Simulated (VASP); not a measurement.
KBr:

```
K Br
1.0
     4.04350    0.00000    0.00000
     0.00000    4.04350    0.00000
     0.00000    0.00000    4.04350
K Br
1 1
Direct
  0.00000 0.00000 0.00000
  0.50000 0.50000 0.50000
```

Measurements of this composition are mostly on another form, of space group No. 225.

Base run:

* Program: VASP 6.6.1
* Functional: PBE
* Potentials or basis: VASP PAW PBE potentials, release 64 (K_sv, Br)
* Cutoff: 520 eV
* k mesh: 6 × 6 × 6, shifted
* Occupations: gaussian, width 0.05 eV
* Spin: no spin polarisation

Its results: band gap on the k mesh 4.52 eV, indirect (least direct gap 4.73 eV); pressure 0.0 GPa.

**Question.** The run is repeated on the same cell with these changes: k mesh from 6 × 6 × 6, shifted to 6 × 6 × 6; further incar settings from ALGO = Normal; EDIFF = 1e-07; NBANDS = 15 to ALGO = Fast; EDIFF = 1e-07; NBANDS = 15. What comes out?

**Answer.** Band gap on the k mesh 3.86 eV, indirect (least direct gap 4.12 eV); pressure 0.0 GPa.

A k mesh can miss the band edges.
